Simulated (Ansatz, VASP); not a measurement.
CdH in VASP and in Ansatz

```xyz
2
Lattice="0.0000 2.4196 2.4196 2.4196 0.0000 2.4196 2.4196 2.4196 0.0000" Properties=species:S:1:pos:R:3 pbc="T T T"
Cd    0.0000    0.0000    0.0000
H     2.4196    2.4196    2.4196
```

Alike in both runs: task relaxation of cell and atoms; functional PBE; k mesh 12 × 12 × 12; occupations gaussian, width 0.1 eV; no spin polarisation.

```csv
,VASP,Ansatz
version,VASP 6.6.1,Ansatz 0.2.0
potentials or method,"VASP PAW PBE potentials, release 64 (Cd, H)","scalar-relativistic, plane waves, PAW"
plane-wave cutoff (eV),600,420
valence electrons in the cell,13,21
```

Ansatz gave:

* gap on the k mesh at the Fermi level, each at its own relaxed structure (eV): none
* relaxed volume (Å³/atom): 14.08
* relaxed cell length with the largest relative difference (Å): 3.415

Task: Which values does VASP return?

Result: gap on the k mesh at the Fermi level, each at its own relaxed structure (eV): none; relaxed volume (Å³/atom): 14.16; relaxed cell length with the largest relative difference (Å): 3.422.

A gap of «none» marks a metal or a gap that the smearing closes. The two sets of potentials don't hold the same shells in valence.

Caveats: the relaxation stopped at its first step, so nothing moved.
